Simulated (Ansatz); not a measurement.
# SrO: equation of state

The task here is to estimate one member of a computed series from the others.

Program: Ansatz 0.2.0. Level of theory: DFT PBE, scalar-relativistic. These are calculated values, not measurements.

2 further runs of the same task are left out: 1 that didn't finish, 1 set aside as unsound or not needed.

## The structure to begin with

It takes space group Fm-3m (No. 225, cubic). The conventional cell has a = 5.140 Å, b = 5.140 Å, c = 5.140 Å, α = 90.00°, β = 90.00°, γ = 90.00°. Sr (site symmetry m-3m) has 6 O at 2.57 Å as nearest neighbours. Around O (site symmetry m-3m) lie 6 Sr at 2.57 Å.

Coordinates:

```
Sr O
1.0
     0.00000    2.56980    2.56980
     2.56980    0.00000    2.56980
     2.56980    2.56980    0.00000
Sr O
1 1
Direct
  0.00000 0.00000 0.00000
  0.50000 0.50000 0.50000
```

The cell is a deposited one (Crystallography Open Database entry 1100027); the temperature and pressure of the measurement aren't taken into account, and nothing was relaxed.

Atoms are numbered in the order of the input: Sr1, O2.

Set-up of the first run:

The input, input.yaml:

```yaml
crystal:
  lattice:
    - [0.0, 2.5262356518, 2.5262356518]
    - [2.5262356518, 0.0, 2.5262356518]
    - [2.5262356518, 2.5262356518, 0.0]
  atoms:
    - { symbol: Sr, position: [0.0, 0.0, 0.0] }
    - { symbol: O, position: [0.5, 0.5, 0.5] }
kpoints:
  mp_grid: { grid: [8, 8, 8] }
scf:
  occupations: { method: fermi_dirac, width: 0.02 }
hamiltonian:
  xc: pbe
  pseudopotentials: { kind: all_electron, lapw: { basis_error: 0.00025 } }
output:
  forces: true
  stress: true
  eigenvalues: true
```

Command:

```
> ansatz run input.yaml --threads 1 --pin off --max-ram 2048MiB --backend cpu --events-out ev --progress --plain --runs-dir out
```

Steps of the session up to this table: Volume × 0.95, LAPW; Volume × 0.95, PAW; Volume × 0.95, crystal datasets; Volume × 0.975, LAPW; Volume × 0.975, PAW; Volume × 1.025, LAPW; Volume × 1.025, PAW; Volume × 1.05, LAPW; Volume × 1.05, PAW; Volume × 1.05, crystal datasets.

One of the session's tables, all rows but one given; the rest of the session is left out.

It belongs to the step «Fits». 

```
          method  volume (Å³/atom)  pressure (GPa)  gap on the k mesh (eV)
            LAPW            16.122            8.51                    3.28
            LAPW            16.546            5.53                    3.30
            LAPW            16.971            2.92                    3.31
            LAPW            17.395            0.64                    3.32
            LAPW            17.819           -1.36                    3.33
             PAW            16.122            8.51                    3.28
             PAW            16.546            5.53                    3.30
             PAW            16.971            2.92                    3.31
             PAW            17.395            0.64                    3.32
             PAW            17.819           -1.35                    3.33
crystal datasets            16.122               ?                       ?
crystal datasets            16.971            2.92                    3.31
crystal datasets            17.819           -1.35                    3.33
```

**Question.** Estimate the row for crystal datasets, 16.122.

As computed: pressure (GPa): 8.52; gap on the k mesh (eV): 3.28. In the column «pressure (GPa)» it is the highest.

Limits of these values: Warnings in the runs' records: gradients without spin orbit, crystal datasets made.
